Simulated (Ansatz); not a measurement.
## Sb in Ansatz: the effect of functional

Crystal: Sb.

```
CELL_PARAMETERS angstrom
-1.83314 1.83314 1.83314
1.83314 -1.83314 1.83314
1.83314 1.83314 -1.83314
ATOMIC_POSITIONS crystal
Sb 0.00000 0.00000 0.00000
```

This isn't the form of Sb at room conditions, which is rhombohedral.

The cell isn't the ideal one: volume scaled by 0.94.

Alike in all runs:

| Property | Result |
| --- | --- |
| Program | Ansatz 0.2.0 |
| Task | single point |
| Potentials or basis | Ansatz PAW |
| k mesh | 10 × 10 × 10 |
| Occupations | fermi-dirac, width 0.05 eV |
| Spin | no spin polarisation |

Q: One run gave: pressure 4.7 GPa. Which functional did it use?
A. LDA
B. PBEsol
C. r2SCAN

A: B.

| functional | cutoff | pressure (GPa) |
| --- | --- | --- |
| LDA | 420 eV (not typed: the program's choice for these potentials) | 3.3 |
| PBEsol | 420 eV (not typed: the program's choice for these potentials) | 4.7 |
| r2SCAN | 500 eV (not typed: the program's choice for these potentials) | 7.5 |

Caveats: the PAW data sets come from PBE, with cores solved anew for the run's functional, which leaves a small shift of forces and pressure.

Runs at the PBE level aren't shown here.
